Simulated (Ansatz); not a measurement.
# Cd (hcp type): how the settings move a single-point run

Question: which choices in the input matter for Cd (hcp type)?

Method: reference: DFT, PBE, all-electron PAW with datasets made for the crystal, scalar-relativistic, in Ansatz 0.2.0.

1 further run of the same task is left out (set aside as unsound or not needed).

### Step 1. Starting point

The structure is trigonal, space group P-3m1 (No. 164). The conventional cell has a = 3.062 Å, b = 3.062 Å, c = 5.592 Å, α = 90.00°, β = 90.00°, γ = 120.00°. Cd (site symmetry 3m) has 12 Cd at 3.06 to 3.41 Å as nearest neighbours.

As a file:

```
Cd
1.0
     3.06157    0.00000    0.00000
    -1.53078    2.65139    0.00000
     0.00000    0.00000    5.59178
Cd
2
Direct
  0.33333 0.66667 0.25000
  0.66667 0.33333 0.77146
```

### Step 2. Baseline

Input file input.yaml:

```yaml
crystal:
  lattice:
    - [3.0615656364, 0.0, 0.0]
    - [-1.5307828182, 2.6513936165, 0.0]
    - [0.0, 0.0, 5.591779396]
  atoms:
    - { symbol: Cd, position: [0.3333333333, 0.6666666667, 0.25] }
    - { symbol: Cd, position: [0.6666666667, 0.3333333333, 0.7714600741] }
kpoints:
  mp_grid: { grid: [14, 14, 8] }
scf:
  occupations: { method: fermi_dirac, width: 0.05 }
hamiltonian:
  xc: pbe
  pseudopotentials: { kind: all_electron, datasets: crystal }
output:
  forces: true
  stress: true
  eigenvalues: true
  efg: { contact_densities: true }
```

Run with:

```bash
ansatz run input.yaml --threads 1 --pin off --max-ram 2048MiB --backend cpu --events-out ev --progress --plain --runs-dir out
```

### Step 3. Changed: mp_grid.grid [7, 7, 4]

input.yaml, as its differences from that of step 2:

```diff
@@ -9,3 +9,3 @@
 kpoints:
-  mp_grid: { grid: [14, 14, 8] }
+  mp_grid: { grid: [7, 7, 4] }
 scf:
```

What does the calculation give? Wanted: for each run, ending; energy change; pressure; gap; force.

As calculated:

```
                      run     ending   energy change  pressure (GPa)  gap (eV)  force (eV/Å)  cycles   time
                reference  converged               0             0.2      0.00          0.24       9  9.9 s
1: mp_grid.grid [7, 7, 4]  converged  -26.1 meV/atom            -0.2      0.00          0.21       9  2.1 s
```

Residual by cycle in the longest SCF loop of each run; runs are numbered as in the table. The quantity is the density residual dr2, in eV.

```
cycle  reference    run 1
    1      0.401    0.406
    2      0.146   0.0237
    3    0.00906  0.00435
    4    0.00136  0.00247
    5     1.2e-4   0.0037
    6     5.9e-6   5.7e-4
    7     1.8e-6   2.4e-5
    8     2.0e-7   4.1e-7
    9     2.0e-8   2.8e-9
```

**Reading.** Changing the k-point mesh moves the energy by -26.1 meV/atom, and the pressure goes from 0.2 to -0.2 GPa and the largest force goes from 0.24 to 0.21 eV/Å. Sampling errors of the energy have no fixed sign. Cost: 2.1 s against 9.9 s.
